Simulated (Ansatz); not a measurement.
# CdSe: how the settings move a relaxation

How sensitive is a relaxation of CdSe to its settings? A reference run comes first, then one run with altered input.

Method: reference: DFT, PBEsol, PAW with Ansatz's default frozen-core files, scalar-relativistic; relaxation of cell and atoms, in Ansatz 0.2.0.

1 further run of the same task is left out (it didn't finish).

### Step 1. Starting point

Symmetry: F-43m, No. 216, cubic system. Conventional cell: a = 6.141 Å, b = 6.141 Å, c = 6.141 Å, α = 90.00°, β = 90.00°, γ = 90.00°. Cd (site symmetry -43m) has 4 Se at 2.66 Å as nearest neighbours. Around Se (site symmetry -43m) lie 4 Cd at 2.66 Å.

Structure file:

```
Cd Se
1.0
     0.00000    3.07027    3.07027
     3.07027    0.00000    3.07027
     3.07027    3.07027    0.00000
Cd Se
1 1
Cartesian
  0.0000 0.0000 0.0000
  4.6054 4.6054 4.6054
```

### Step 2. Reference

Input file input.yaml:

```yaml
crystal:
  lattice:
    - [0.0, 3.0702711986, 3.0702711986]
    - [3.0702711986, 0.0, 3.0702711986]
    - [3.0702711986, 3.0702711986, 0.0]
  atoms:
    - { symbol: Cd, position: [0.0, 0.0, 0.0] }
    - { symbol: Se, position: [0.75, 0.75, 0.75] }
kpoints:
  mp_grid: { grid: [12, 12, 12] }
scf:
  occupations: { method: fermi_dirac, width: 0.05 }
hamiltonian:
  xc: pbesol
  pseudopotentials: { kind: paw }
relax:
  f_tol: 0.002
  max_steps: 80
  cell: {}
output:
  forces: true
  stress: true
```

Run with:

```console
ansatz run input.yaml --threads 1 --pin off --max-ram 2048MiB --backend cpu --events-out ev --progress --plain --runs-dir out
```

From the output:

```text
[...]
Basis set: ecut = 420 eV, 1139 PW (Γ), exchange–correlation on 60×60×60 points (8 copies of the dense FFT grid, shifted against one another)
[...]
k-points: 72 of 1728 (time reversal used)
[...]
SCF iter   1: F=—  HF=-13609.406348 eV  |F-HF|=—  |Δ(HF+E_count)|=         —  Δρ=4.37e-3  dr2=1.40e-2  ethr=1.77e-3  ⟨swp⟩=5.9  Hψ=6818  notcnv=0
preconditioner: auto → none  [insulator: Δε(μ)=0.380 eV  Ē_g=11.888 eV  σ=0.050 eV  W_gap=0.92  n_scr=14 (ndim 8)  ℏωp=20.7 eV  f_vac=0.215  D(μ)=0.00/eV (n_scr^D=0)  ε∞_Penn≈4.0]
SCF iter   2: F=—  HF=-13609.402548 eV  |F-HF|=—  |Δ(HF+E_count)|=   3.80e-3  Δρ=1.07e-3  dr2=2.92e-4  ethr=3.88e-5  ⟨swp⟩=2.0  Hψ=3096  notcnv=0
[...]
relax step   1: F+E_penalty+E_count = -13609.40261894 eV  Δ(F+E_penalty+E_count) = +0.000e0 eV  max|allowed force component| = 1.041e-16 eV/Å  Δτ_max = 0.0000 Å  P = -1.405 GPa  Ω = 57.884 Å³  (6 SCF iters, dr2 threshold 1.00e-7 eV, accepted)
[...]
Basis set: ecut = 420 eV, 1067 PW (Γ), exchange–correlation on 60×60×60 points (8 copies of the dense FFT grid, shifted against one another)
[...]
relax step   2: F+E_penalty+E_count = -13609.40966388 eV  Δ(F+E_penalty+E_count) = -7.045e-3 eV  max|allowed force component| = 3.296e-17 eV/Å  Δτ_max = 0.0000 Å  P = +0.473 GPa  Ω = 55.737 Å³  energy of the carried Pulay correction = +3.349e-4 eV  (5 SCF iter
[...]
relax step   3: F+E_penalty+E_count = -13609.41030621 eV  Δ(F+E_penalty+E_count) = -6.423e-4 eV  max|allowed force component| = 4.163e-17 eV/Å  Δτ_max = 0.0000 Å  P = -0.026 GPa  Ω = 56.262 Å³  energy of the carried Pulay correction = +2.518e-4 eV  (4 SCF iter
[...]
SCF iter   5: F=—  HF=-13609.410042 eV  |F-HF|=—  |Δ(HF+E_count)|=  2.27e-10  Δρ=5.34e-7  dr2=4.48e-11  ethr=2.06e-12  ⟨swp⟩=2.8  Hψ=2504  notcnv=0
SCF iter   6: F=-13609.410042 eV  HF=-13609.410042 eV  |F-HF|=3.64e-12  |Δ(HF+E_count)|=  9.28e-11  Δρ=6.13e-8  dr2=1.35e-12  ethr=1.00e-12  ⟨swp⟩=5.0  Hψ=6189  notcnv=0
[...]
relax step   4: F+E_penalty+E_count = -13609.41004223 eV  Δ(F+E_penalty+E_count) = +2.640e-4 eV  max|allowed force component| = 3.469e-17 eV/Å  Δτ_max = 0.0000 Å  P = -0.024 GPa  Ω = 56.262 Å³  stress off target by 2.38e-2 GPa  SCF on the basis re-selected at 
[...]
SCF converged after 6 iterations
Free energy (F): -13609.410042 eV
[...]
E sigma→0 (E₀):  -13609.410032 eV
[...]
Fermi energy:    7.643124 eV
[...]
  P = ⅓ Tr σ = -0.0238 GPa (-0.238 kbar)
--- Relaxed structure (3 steps of the walk, 3 accepted, 1 SCFs on fresh bases) ---
[...]
```

Run time: 26 s. Hardware: 1 thread of Arm Neoverse V1, shared host; peak memory 0.4 GiB.

### Step 3. The same system, input altered

input.yaml, as its differences from that of step 2:

```diff
@@ -9,5 +9,6 @@
 kpoints:
-  mp_grid: { grid: [12, 12, 12] }
+  mp_grid: { grid: [6, 6, 6] }
 scf:
-  occupations: { method: fermi_dirac, width: 0.05 }
+  occupations: { method: fixed }
+  eigensolver: { kind: davidson }
 hamiltonian:
```

Run with:

```console
ansatz run input.yaml --threads 1 --pin off --max-ram 2048MiB --backend cpu --events-out ev --progress --plain --runs-dir out
```

Log, shortened:

```text
[...]
Pseudopotentials: kind: paw
Pseudopotential: Cd, paw, valence charge 20, recommended cutoff 420 eV (normal), Cd.paw.azcp
Pseudopotential: Se, paw, valence charge 16, recommended cutoff 420 eV (normal), Se.paw.azcp
Functional definition: PBEsol
[...]
davidson cushion auto → on  (no smearing: the cushion is to keep the highest requested band from converging to the state above it; pin scf.eigensolver.cushion to override)
Crystal: 2 atoms, lattice volume = 57.884 Å³
Basis set: ecut = 420 eV, 1139 PW (Γ), exchange–correlation on 60×60×60 points (8 copies of the dense FFT grid, shifted against one another)
Bands: 22, of which v1, the nominal top of the filled ones, is band 18 counted from 1 (17 counted from 0)
Symmetry: 24 space group operations
Space group: F-43m (ITA 216), of the structure as read, at distance tolerance 3.9e-5 Å
k-points: 16 of 216 (time reversal used)
[...]
SCF iter   1: F=—  HF=-13609.401230 eV  |F-HF|=—  |Δ(HF+E_count)|=         —  Δρ=4.31e-3  dr2=1.31e-2  ethr=1.77e-3  ⟨swp⟩=7.4  Hψ=1506  notcnv=0
[...]
relax step   1: F+E_penalty+E_count = -13609.39735969 eV  Δ(F+E_penalty+E_count) = +0.000e0 eV  max|allowed force component| = 1.041e-16 eV/Å  Δτ_max = 0.0000 Å  P = -1.395 GPa  Ω = 57.884 Å³  (6 SCF iters, dr2 threshold 1.00e-7 eV, accepted)
[...]
relax step   3: F+E_penalty+E_count = -13609.40492281 eV  Δ(F+E_penalty+E_count) = -6.370e-4 eV  max|allowed force component| = 4.568e-17 eV/Å  Δτ_max = 0.0000 Å  P = -0.025 GPa  Ω = 56.276 Å³  energy of the carried Pulay correction = +2.497e-4 eV  (4 SCF iters, dr2 threshold 2.00e-7 eV, accepted)
[...]
relax step   4: F+E_penalty+E_count = -13609.40464519 eV  Δ(F+E_penalty+E_count) = +2.776e-4 eV  max|allowed force component| = 3.701e-17 eV/Å  Δτ_max = 0.0000 Å  P = -0.023 GPa  Ω = 56.276 Å³  stress off target by 2.34e-2 GPa  SCF on the basis re-selected at this cell (its energy is not [...]
SCF converged after 6 iterations
Free energy (F): -13609.404645 eV
[...]
E sigma→0 (E₀):  -13609.404645 eV
Fermi energy:    7.341771 eV
[...]
--- Forces (eV/Å), atoms counted from 1 ---
  atom   1  Cd     0.00000000     0.00000000     0.00000000
  atom   2  Se     0.00000000    -0.00000000    -0.00000000
[...]
--- Stress (GPa, compression-positive) ---
       -0.023369       0.000000      -0.000000
        0.000000      -0.023369      -0.000000
       -0.000000       0.000000      -0.023369
  P = ⅓ Tr σ = -0.0234 GPa (-0.234 kbar)
--- Relaxed structure (3 steps of the walk, 3 accepted, 1 SCFs on fresh bases) ---
  F+E_penalty+E_count = -13609.40464519 eV   max|allowed force component| = 3.701e-17 eV/Å   (the final SCF, on the basis selected at the relaxed cell)
  cell:  # Å, volume = 56.2760 Å³
    - [2.2419636944740594e-33, 3.0415698912044142, 3.0415698912044142]
    - [3.0415698912044142, 5.401094354869325e-33, 3.0415698912044142]
    - [3.0415698912044142, 3.0415698912044142, 5.299186914211413e-33]
  atoms:
    - { symbol: Cd, position: [1.1657015233545477e-33, -9.461523575209558e-34, -1.2284298564498595e-33] }
    - { symbol: Se, position: [0.75, 0.75, 0.75] }
```

Wall time 9.3 s (1 thread of Arm Neoverse V1, shared host); peak memory 0.31 GiB.

### Step 4. Can this result be trusted?

The run converged and reported no error. Convergence says nothing about whether the input makes sense.

Fixed occupations are right only where a gap separates filled from empty bands at every k-point. This system has one (0.48 eV on the mesh), so they are sound here.

The occupations need no remedy; a run with other occupations serves as a check.

Changing the k-point mesh, smearing and solver moves the energy by +2.7 meV/atom (σ→0 values). More than one kind of setting changed, and this run alone doesn't tell their shares apart. Cost: 9.3 s against 26 s.

### Step 5. All runs together

| run | ending | energy change | pressure (GPa) | gap (eV) | force (eV/Å) | cycles | time |
| --- | --- | --- | --- | --- | --- | --- | --- |
| reference | converged | 0 | 0.0 | 0.48 | 0.00 | 21 | 26 s |
| 1: mp_grid.grid [6, 6, 6], occupations.method fixed, eigensolver.kind davidson | converged | +2.7 meV/atom (σ→0) | 0.0 | 0.48 | 0.00 | 21 | 9.3 s |

Changing the k-point mesh, smearing and solver moves the energy by +2.7 meV/atom (σ→0 values). More than one kind of setting changed, and this run alone doesn't tell their shares apart. Cost: 9.3 s against 26 s.
